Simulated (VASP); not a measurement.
The system is Cu.

```
CELL_PARAMETERS angstrom
2.55248 0.00000 0.00000
-1.27624 2.21051 0.00000
0.00000 0.00000 4.16905
ATOMIC_POSITIONS crystal
Cu 0.33333 0.66667 0.75000
Cu 0.66667 0.33333 0.25000
```

The cell was built by a generator and needn't be a form met in nature.

```yaml
Program: VASP 6.6.1
Task: relaxation of cell and atoms
Functional: PBE
Potentials_or_basis: VASP PAW PBE potentials, release 64 (Cu)
Cutoff: 600 eV
k_mesh: 18 × 18 × 10
Occupations: gaussian, width 0.05 eV
Spin: no spin polarisation
```

At the start: pressure 3.4 GPa; volume 11.76 Å³/atom.

**Question.** Where does the relaxation end?

**Answer.** Over 3 steps the energy falls by 2.6 meV/atom and the volume is 12.02 Å³/atom (+2.2 %); space group P6_3/mmc (No. 194, to 0.05 Å).

Step by step:
| step | energy change (eV) | largest force (eV/Å) | pressure (GPa) | volume (Å³) |
| --- | --- | --- | --- | --- |
| 1 | 0.0000 | 0.0000 | 3.39 | 23.52 |
| 2 | -0.0032 | 0.0000 | -1.76 | 24.38 |
| 3 | -0.0051 | 0.0000 | 0.07 | 24.04 |

Final structure:
```
CELL_PARAMETERS angstrom
2.57132 0.00000 0.00000
-1.28566 2.22683 0.00000
0.00000 0.00000 4.19781
ATOMIC_POSITIONS crystal
Cu 0.33333 0.66667 0.75000
Cu 0.66667 0.33333 0.25000
```
